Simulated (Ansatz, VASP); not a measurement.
**In2Sb2H3 (InSb wire along [110], 16 atoms a period, H-terminated): VASP beside Ansatz**

Wanted: the spread between two codes on one cell, functional and k mesh. The structure shown is the start of the Ansatz relaxation below; VASP solves that cell, so the two are compared at the walk's first step.

Main program and level: Ansatz 0.2.0; plane waves, with VASP 6.6.1 beside it; single point at PBE.

## Step 1: Starting point

The cell holds 28 atoms: 8 Sb, 12 H and 8 In. Its edges and angles: a = 20.441 Å, b = 19.083 Å, c = 4.688 Å, α = 90.0°, β = 90.0°, γ = 90.0°. Vacuum lies along a and b. The structure's axis is c.

## Step 2: Ansatz: relaxation, PBE

Ansatz runs on its PAW soft_1 files.

The two programs are compared at the cell with which this relaxation starts, whose forces are those of its first step.

The input, input.yaml:

```yaml
crystal:
  lattice:
    - [20.441, 0.0, 0.0]
    - [0.0, 19.083, 0.0]
    - [0.0, 0.0, 4.6881179593]
  atoms:
    - { symbol: Sb, position: [0.377934689, 0.622833981, 0.0] }
    - { symbol: H, position: [0.408746123, 0.178169051, 0.0] }
    - { symbol: In, position: [0.45902172, 0.745668911, 0.0] }
    - { symbol: In, position: [0.45902172, 0.49999905, 0.0] }
    - { symbol: Sb, position: [0.702282813, 0.622833981, 0.0] }
    - { symbol: H, position: [0.751711068, 0.697710521, 0.0] }
    - { symbol: In, position: [0.783369844, 0.49999905, 0.0] }
    - { symbol: H, position: [0.166332371, 0.49999905, 0.19521479] }
    - { symbol: H, position: [0.833645441, 0.49999905, 0.310010099] }
    - { symbol: Sb, position: [0.215760627, 0.49999905, 0.5] }
    - { symbol: H, position: [0.246572061, 0.301003982, 0.5] }
    - { symbol: H, position: [0.246572061, 0.698994119, 0.5] }
    - { symbol: In, position: [0.296847658, 0.37716412, 0.5] }
    - { symbol: In, position: [0.296847658, 0.622833981, 0.5] }
    - { symbol: Sb, position: [0.540108751, 0.254329189, 0.5] }
    - { symbol: Sb, position: [0.540108751, 0.745668911, 0.5] }
    - { symbol: Sb, position: [0.540108751, 0.49999905, 0.5] }
    - { symbol: H, position: [0.589537006, 0.179452649, 0.5] }
    - { symbol: H, position: [0.589537006, 0.820545451, 0.5] }
    - { symbol: In, position: [0.621195782, 0.37716412, 0.5] }
    - { symbol: In, position: [0.621195782, 0.622833981, 0.5] }
    - { symbol: H, position: [0.833645441, 0.49999905, 0.689989901] }
    - { symbol: H, position: [0.166332371, 0.49999905, 0.80478521] }
    - { symbol: Sb, position: [0.377934689, 0.37716412, 0.0] }
    - { symbol: H, position: [0.408746123, 0.821829049, 0.0] }
    - { symbol: In, position: [0.45902172, 0.254329189, 0.0] }
    - { symbol: Sb, position: [0.702282813, 0.37716412, 0.0] }
    - { symbol: H, position: [0.751711068, 0.302287579, 0.0] }
kpoints:
  mp_grid: { grid: [1, 1, 18] }
scf:
  occupations: { method: fermi_dirac, width: 0.05 }
hamiltonian:
  xc: pbe
  pseudopotentials: { kind: paw, azcp: { folder: soft_1 } }
relax:
  cell: { fix: [a, b, alpha, beta, gamma] }
  max_steps: 45
  f_tol: 0.03
```

The run is started by

```console
ansatz run input.yaml --threads 4 --pin off --max-ram 16384MiB --backend cpu --events-out ev --progress --plain --runs-dir out
```

Numbers of over 12 decimals in the logs are rounded to 6 here.

Output:

```text
Engine: ansatz 0.2.0, aarch64-unknown-linux-gnu
Pseudopotentials: kind: paw
Pseudopotential: Sb, paw, valence charge 15, recommended cutoff 420 eV (normal), soft_1/Sb.paw.azcp
Pseudopotential: H, paw, valence charge 1, recommended cutoff 420 eV (normal), soft_1/H.paw.azcp
Pseudopotential: In, paw, valence charge 13, recommended cutoff 420 eV (normal), soft_1/In.paw.azcp
Functional definition: PBE
  parameter kappa = 0.804
  parameter beta = 0.066725
  exchange = pbe_x(kappa = kappa, mu = beta*pi^2/3)
  correlation = pbe_c(beta = beta)
Crystal: 28 atoms, lattice volume = 1828.720 Å³
Basis set: ecut = 420 eV, 35709 PW (Γ), exchange–correlation on 288×256×64 points (8 copies of the dense FFT grid, shifted against one another)
Bands: 146, of which v1, the nominal top of the filled ones, is band 118 counted from 1 (117 counted from 0)
Symmetry: 4 space group operations
Space group: Pmm2 (ITA 25), of the structure as read, at distance tolerance 1.2e-4 Å
k-points: 10 of 18
Non-local potential: Sb, projectors of the file, l = 0: 2, l = 1: 2, l = 2: 2, l = 3: 1
Non-local potential: H, projectors of the file, l = 0: 2, l = 1: 1
Non-local potential: In, projectors of the file, l = 0: 2, l = 1: 2, l = 2: 2, l = 3: 1
PAW form: soft (Blöchl's): semilocal exchange-correlation on the pseudo side does not see the compensation charge
PAW one-centre angular grid: Sb, 590 points (default); XC on 64 Gauss nodes
PAW one-centre angular grid: H, 110 points (default); XC on 64 Gauss nodes
PAW one-centre angular grid: In, 590 points (default); XC on 64 Gauss nodes
Initial density: superposition of atomic densities (neutral atoms: chi_scale 0, normalization atom)
Initial wavefunctions: pseudopotential atomic-orbital guess
Functional: x = pbe(κ = 0.804, μ = 0.219515), c = pbe(β = 0.066725)
SCF iter   1: F=—  HF=-96849.446258 eV  |F-HF|=—  |Δ(HF+E_count)|=         —  Δρ=2.54e-2  dr2=1.47e1  ethr=3.10e-3  ⟨swp⟩=6.9  Hψ=6279  notcnv=0  defer=41
preconditioner: auto → Resta (q_TF=auto, 1.939 Å⁻¹)  ε∞=1.7  [insulator: Δε(μ)=0.947 eV  Ē_g=12.531 eV  σ=0.050 eV  W_gap=1.00  n_scr=244 (ndim 8)  ℏωp=10.8 eV  f_vac=0.574  D(μ)=0.00/eV (n_scr^D=0)  ε∞_Penn≈1.7  vacuum switching on, ρ_ref=1.1e-2 e/Å³]
SCF iter   2: F=—  HF=-96845.909562 eV  |F-HF|=—  |Δ(HF+E_count)|=    3.54e0  Δρ=9.45e-3  dr2=2.95e0  ethr=3.10e-3  ⟨swp⟩=3.0  Hψ=2547  notcnv=0  defer=192
SCF iter   3: F=—  HF=-96845.572410 eV  |F-HF|=—  |Δ(HF+E_count)|=   3.37e-1  Δρ=5.14e-3  dr2=1.35e0  ethr=1.25e-3  ⟨swp⟩=3.5  Hψ=2021  notcnv=0  defer=169
SCF iter   4: F=—  HF=-96845.383562 eV  |F-HF|=—  |Δ(HF+E_count)|=   1.89e-1  Δρ=1.59e-3  dr2=1.49e-1  ethr=5.71e-4  ⟨swp⟩=4.2  Hψ=2211  notcnv=0  defer=174
SCF iter   5: F=—  HF=-96845.370343 eV  |F-HF|=—  |Δ(HF+E_count)|=   1.32e-2  Δρ=5.90e-4  dr2=1.21e-2  ethr=6.31e-5  ⟨swp⟩=3.0  Hψ=1862  notcnv=0  defer=174
SCF iter   6: F=—  HF=-96845.371171 eV  |F-HF|=—  |Δ(HF+E_count)|=   8.28e-4  Δρ=2.81e-4  dr2=2.27e-3  ethr=5.13e-6  ⟨swp⟩=2.3  Hψ=2312  notcnv=0  defer=173
SCF iter   7: F=—  HF=-96845.371776 eV  |F-HF|=—  |Δ(HF+E_count)|=   6.06e-4  Δρ=1.25e-4  dr2=5.29e-4  ethr=9.61e-7  ⟨swp⟩=2.0  Hψ=1582  notcnv=0  defer=173
SCF iter   8: F=—  HF=-96845.371964 eV  |F-HF|=—  |Δ(HF+E_count)|=   1.87e-4  Δρ=4.00e-5  dr2=6.87e-5  ethr=2.24e-7  ⟨swp⟩=2.0  Hψ=1670  notcnv=0  defer=173
SCF iter   9: F=—  HF=-96845.372052 eV  |F-HF|=—  |Δ(HF+E_count)|=   8.82e-5  Δρ=1.63e-5  dr2=1.81e-5  ethr=2.91e-8  ⟨swp⟩=2.1  Hψ=1871  notcnv=0  defer=171
SCF iter  10: F=—  HF=-96845.372056 eV  |F-HF|=—  |Δ(HF+E_count)|=   4.24e-6  Δρ=8.39e-6  dr2=1.53e-6  ethr=7.67e-9  ⟨swp⟩=2.0  Hψ=1536  notcnv=0  defer=171
SCF iter  11: F=—  HF=-96845.372058 eV  |F-HF|=—  |Δ(HF+E_count)|=   1.95e-6  Δρ=3.59e-6  dr2=2.85e-7  ethr=6.48e-10  ⟨swp⟩=2.0  Hψ=1694  notcnv=0  defer=171
SCF iter  12: F=-96845.372059 eV  HF=-96845.372059 eV  |F-HF|=2.22e-8  |Δ(HF+E_count)|=   4.20e-7  Δρ=9.98e-7  dr2=2.45e-8  ethr=4.24e-11  ⟨swp⟩=5.0  Hψ=5150  notcnv=0
SCF 1 converged in 12 iterations: F = -96845.372059 eV  dr2 = 2.45e-8
  greatest PAW one-centre occupation: 0.995 electrons in one spin orbital (limit 2), on the Sb atom at site 9 (counted from 0), in its partial waves of l = 2
relax step   1: F+E_penalty+E_count = -96845.37205877 eV  Δ(F+E_penalty+E_count) = +0.000e0 eV  max|allowed force component| = 1.322e0 eV/Å  Δτ_max = 0.0000 Å  P = -0.204 GPa  Ω = 1828.720 Å³  fix = [a, b, alpha, beta, gamma]  reactions: a -0.284, b -0.370 GPa  (12 SCF iters, dr2 threshold 1.00e-7 eV, accepted)
[...]
relax step   6: F+E_penalty+E_count = -96846.17296382 eV  Δ(F+E_penalty+E_count) = -2.176e-3 eV  max|allowed force component| = 2.122e-2 eV/Å  Δτ_max = 0.0385 Å  P = -0.001 GPa  Ω = 1848.904 Å³  energy of the carried Pulay correction = -1.825e-3 eV  fix = [a, b, alpha, beta, gamma]  reactions: a +0.002, b -0.007 GPa  (8 SCF iters, dr2 threshold 1.19e-7 eV, accepted)
[...]
relax step   7: F+E_penalty+E_count = -96846.17490657 eV  Δ(F+E_penalty+E_count) = -1.943e-3 eV  max|allowed force component| = 2.120e-2 eV/Å  Δτ_max = 0.0000 Å  P = -0.000 GPa  Ω = 1848.904 Å³  fix = [a, b, alpha, beta, gamma]  reactions: a +0.003, b -0.007 GPa  stress off target by 2.45e-3 GPa on what of the cell is left free  SCF on the basis re-selected at this cell (its energy is not comparable with the rows above)  (7 SCF iters)
basis re-selected at this cell: Δ(F+E_penalty+E_count) = -1.943e-3 eV, ΔP = +0.001 GPa vs the last step (what re-selecting the basis moved, of the pressure what is left beyond the Pulay correction that the steps carried, after the strain that the cell walked since its last selection, with what the two solves' SCF thresholds leave and, on support functions, any second-order correction that the steps lacked; it is no m [...]
SCF converged after 7 iterations
Free energy (F): -96846.174907 eV
Harris-Foulkes:  -96846.174907 eV  (|F-HF|=8.15e-10)
Internal energy: -96846.174905 eV  (E = F + TS)
E sigma→0 (E₀):  -96846.174906 eV
Entropy (-TS):   -0.000002 eV (-0.000 meV/atom)
Fermi energy:    -0.728314 eV
--- Per-component energies (eV) ---
  E_band       = -3994.258309
  E_kinetic    = 3198.759525
  E_local      = -109917.134031  (includes V_loc(G=0)·N_el)
  E_nonlocal   = 5749.858347
  E_hartree    = 51824.680168
  E_xc         = -2022.852625
  E_vxc        = -1555.434652  (∫ρ·V_xc dr)
  E_paw        = -70051.731061  (= ΣΔE_a)
  E_vpaw       = -5119.659528  (= ΣTr[D̂ρ^β])
  E_aug_tail   = -0.008110  (compensation charges beyond the density's cutoff)
  E_ewald      = 24372.252883
  E_smearing   = -0.000002  (= −TS)
  E_closure    = -0.000000  (closes the sum)
  Σ components = -96846.174907   (vs F -96846.174907, Δ=0.00e0)
--- Forces (eV/Å), atoms counted from 1 ---
  atom   1  Sb     0.00512150    -0.00096769     0.00000000
  atom   2  H     -0.00063615    -0.00073584     0.00000000
  atom   3  In     0.00584718     0.00365841     0.00000000
  atom   4  In    -0.01733402     0.00000000     0.00000000
  atom   5  Sb    -0.00067215     0.01706270     0.00000000
  atom   6  H     -0.00356364    -0.01778936     0.00000000
  atom   7  In     0.00319654    -0.00000000     0.00000000
  atom   8  H      0.00128860    -0.00000000    -0.00141080
  atom   9  H      0.00199874    -0.00000000     0.00103163
  atom  10  Sb    -0.01714114     0.00000000     0.00000000
  atom  11  H     -0.00054545     0.00538451     0.00000000
  atom  12  H     -0.00054545    -0.00538451     0.00000000
  atom  13  In     0.00135433    -0.00674012     0.00000000
  atom  14  In     0.00135433     0.00674012     0.00000000
  atom  15  Sb     0.00027173     0.00436008     0.00000000
  atom  16  Sb     0.00027173    -0.00436008     0.00000000
  atom  17  Sb     0.02120198    -0.00000000     0.00000000
  atom  18  H      0.00099869    -0.00001621     0.00000000
  atom  19  H      0.00099869     0.00001621     0.00000000
  atom  20  In    -0.00642516     0.00813415     0.00000000
  atom  21  In    -0.00642516    -0.00813415     0.00000000
  atom  22  H      0.00199874    -0.00000000    -0.00103163
  atom  23  H      0.00128860    -0.00000000     0.00141080
  atom  24  Sb     0.00512150     0.00096769     0.00000000
  atom  25  H     -0.00063615     0.00073584     0.00000000
  atom  26  In     0.00584718    -0.00365841     0.00000000
  atom  27  Sb    -0.00067215    -0.01706270     0.00000000
  atom  28  H     -0.00356364     0.01778936     0.00000000
  max |Σ_I F_I| component: 2.03e-7 eV/Å
--- Stress (GPa, compression-positive) ---
        0.003046       0.000000       0.000000
        0.000000      -0.006584       0.000000
        0.000000       0.000000       0.002452
  P = ⅓ Tr σ = -0.0004 GPa (-0.004 kbar)
--- Relaxed structure (6 steps of the walk, 6 accepted, 1 SCFs on fresh bases) ---
  F+E_penalty+E_count = -96846.17490657 eV   max|allowed force component| = 2.120e-2 eV/Å   (the final SCF, on the basis selected at the relaxed cell)
  cell:  # Å, volume = 1848.9044 Å³
    - [20.441, 0.0, 0.0]
    - [0.0, 19.083, 0.0]
    - [0.0, 0.0, 4.739862]
  atoms:
    - { symbol: Sb, position: [0.378187, 0.625185, 0] }
    - { symbol: H, position: [0.410408, 0.172434, 0] }
    - { symbol: In, position: [0.455660, 0.750222, 0] }
    - { symbol: In, position: [0.456258, 0.500000, 0] }
    - { symbol: Sb, position: [0.699980, 0.609437, 0] }
    - { symbol: H, position: [0.739156, 0.689180, 0] }
    - { symbol: In, position: [0.801192, 0.500000, 0] }
    - { symbol: H, position: [0.177449, 0.500000, 0.233801] }
    - { symbol: H, position: [0.835730, 0.500000, 0.334175] }
    - { symbol: Sb, position: [0.234215, 0.500000, 0.5] }
    - { symbol: H, position: [0.242468, 0.296350, 0.5] }
    - { symbol: H, position: [0.242468, 0.703650, 0.5] }
    - { symbol: In, position: [0.299216, 0.364401, 0.5] }
    - { symbol: In, position: [0.299216, 0.635599, 0.5] }
    - { symbol: Sb, position: [0.534675, 0.262730, 0.5] }
    - { symbol: Sb, position: [0.534675, 0.737270, 0.5] }
    - { symbol: Sb, position: [0.536464, 0.500000, 0.5] }
    - { symbol: H, position: [0.585258, 0.190918, 0.5] }
    - { symbol: H, position: [0.585258, 0.809082, 0.5] }
    - { symbol: In, position: [0.620814, 0.380195, 0.5] }
    - { symbol: In, position: [0.620814, 0.619805, 0.5] }
    - { symbol: H, position: [0.835730, 0.500000, 0.665825] }
    - { symbol: H, position: [0.177449, 0.500000, 0.766199] }
    - { symbol: Sb, position: [0.378187, 0.374815, 0] }
    - { symbol: H, position: [0.410408, 0.827566, 0] }
    - { symbol: In, position: [0.455660, 0.249778, 0] }
    - { symbol: Sb, position: [0.699980, 0.390563, 0] }
    - { symbol: H, position: [0.739156, 0.310820, 0] }
```

Reading the cycles: dr2 is the Hartree energy of the density residual (eV), the measure of convergence; HF is the Harris–Foulkes estimate of the energy, which meets the free energy F at convergence.

(Part 1 of 2 ends here.)

[Lines on the potential files, build, host, timing and source positions are cut from VASP's logs without a mark.]

[Logs are printed without paths, hosts, clocks, repeated set-up lines and the standing remarks that a program may print on its own settings, such as how far it seeks lower states.]

[Hosts, paths, dates, database ids (printed as entryN), source tags and the programs' standing remarks are cut or masked in the printed files.]
